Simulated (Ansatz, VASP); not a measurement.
This is a calculation of Ru for Ansatz 0.2.0.

File input.yaml:

```yaml
crystal:
  lattice:
    - [2.7058, 0.0, 0.0]
    - [-1.3529, 2.3432915376, 0.0]
    - [0.0, 0.0, 4.2819]
  atoms:
    - { symbol: Ru, position: [0.6666666667, 0.3333333333, 0.75] }
    - { symbol: Ru, position: [0.3333333333, 0.6666666667, 0.25] }
hamiltonian:
  xc: pbesol
  pseudopotentials: { kind: paw_fr }
magnetization:
  noncollinear: true
  spin_orbit: true
kpoints:
  mp_grid: { grid: [8, 8, 5] }
  band_path:
    path:
      - [[0.0, 0.0, 0.0], [0.5, 0.0, 0.0], [0.3333333333, 0.3333333333, 0.0], [0.0, 0.0, 0.0], [0.0, 0.0, 0.5], [0.5, 0.0, 0.5], [0.3333333333, 0.3333333333, 0.5], [0.0, 0.0, 0.5]]
      - [[0.5, 0.0, 0.5], [0.5, 0.0, 0.0]]
      - [[0.3333333333, 0.3333333333, 0.0], [0.3333333333, 0.3333333333, 0.5]]
    npoints: 14
scf:
  occupations: { method: fermi_dirac, width: 0.05 }
  n_extra_bands: 6
output:
  forces: true
  stress: true
  eigenvalues: true
  fatbands: true
```

Potentials or basis: Ansatz PAW.

Run with:

```bash
$ ansatz run input.yaml --threads 2 --pin off --max-ram 5632MiB --backend cpu --events-out ev --progress --plain --runs-dir out
```

Problem. Set up the same calculation for VASP 6.6.1. Potentials there: VASP PAW PBE potentials, release 64 (Ru_pv).

Solution. As run (the cutoff follows the program's own potentials):

Contents of INCAR:

```
  PREC = Accurate
  ENCUT = 520
  EDIFF = 1E-6
  ISMEAR = -1
  SIGMA = 0.05
  LREAL = F
  LASPH = T
  NELM = 100
  ALGO = Normal
  ISIF = 2
  LWAVE = F
  LCHARG = F
  MAGMOM = 0 0 0 0 0 0
  LORBIT = 11
  LSORBIT = T
  GGA_COMPAT = F
  LMAXMIX = 4
  GGA = PS
```

Contents of KPOINTS:

```
regular mesh
0
Gamma
  8 8 5
```

The input POSCAR:

```
Ru
1.0
    2.7058000000      0.0000000000      0.0000000000
   -1.3529000000      2.3432915376      0.0000000000
    0.0000000000      0.0000000000      4.2819000000
Ru
2
Direct
    0.6666666667      0.3333333333      0.7500000000
    0.3333333333      0.6666666667      0.2500000000
```

The input KPOINTS_OPT:

```
path GMKGALHA,LM,KH
20
line-mode
reciprocal
 0.0000000000  0.0000000000  0.0000000000  G
 0.5000000000  0.0000000000  0.0000000000  M

 0.5000000000  0.0000000000  0.0000000000  M
 0.3333333333  0.3333333333  0.0000000000  K

 0.3333333333  0.3333333333  0.0000000000  K
 0.0000000000  0.0000000000  0.0000000000  G

 0.0000000000  0.0000000000  0.0000000000  G
 0.0000000000  0.0000000000  0.5000000000  A

 0.0000000000  0.0000000000  0.5000000000  A
 0.5000000000  0.0000000000  0.5000000000  L

 0.5000000000  0.0000000000  0.5000000000  L
 0.3333333333  0.3333333333  0.5000000000  H

 0.3333333333  0.3333333333  0.5000000000  H
 0.0000000000  0.0000000000  0.5000000000  A

 0.5000000000  0.0000000000  0.5000000000  L
 0.5000000000  0.0000000000  0.0000000000  M

 0.3333333333  0.3333333333  0.0000000000  K
 0.3333333333  0.3333333333  0.5000000000  H
```

Potentials or basis: VASP PAW PBE potentials, release 64 (Ru_pv).

The run is started by

```console
$ cat potpaw_PBE.64/Ru_pv/POTCAR > POTCAR
$ mpirun -np 1 vasp_ncl > vasp.out
```

Both were run:

|  | VASP | Ansatz | Ansatz less VASP |
| --- | --- | --- | --- |
| gap on the k mesh at the Fermi level (eV) | none | none | - |
| pressure (GPa) | -6.5 | -6.6 | -0.04 |
| largest component of the traceless stress (GPa) | 0.75 | 0.75 | 0.000 |

A gap of «none» marks a metal or a gap that the smearing closes. The two sets of potentials don't hold the same shells in valence.

Caveats: the PAW data sets were made with another functional, which shifts forces and pressure a little (VASP); the PAW data sets come from PBE, with cores solved anew for the run's functional, which leaves a small shift of forces and pressure (Ansatz).
